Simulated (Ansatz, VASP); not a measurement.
**Two plane-wave programs on Ge**

```
CELL_PARAMETERS angstrom
-1.47334 1.47334 2.23730
1.47334 -1.47334 2.23730
1.47334 1.47334 -2.23730
ATOMIC_POSITIONS crystal
Ge 0.00000 0.00000 0.00000
```

Alike in both runs: task relaxation of cell and atoms; functional PBE; k mesh 26 × 26 × 26; occupations gaussian, width 0.1 eV; no spin polarisation.

```csv
,VASP,Ansatz
version,VASP 6.6.1,Ansatz 0.2.0
potentials or method,"VASP PAW PBE potentials, release 64 (Ge_d)","scalar-relativistic, plane waves, PAW"
plane-wave cutoff (eV),600,420
valence electrons in the cell,14,14
```

|  | VASP | Ansatz | Ansatz less VASP |
| --- | --- | --- | --- |
| gap on the k mesh at the Fermi level, each at its own relaxed structure (eV) | none | none | - |
| relaxed volume (Å³/atom) | 19.53 | 19.53 | -0.007 |
| relaxed cell length with the largest relative difference (Å) | 3.063 | 3.063 | 0.0000 |

A gap of «none» marks a metal or a gap that the smearing closes.
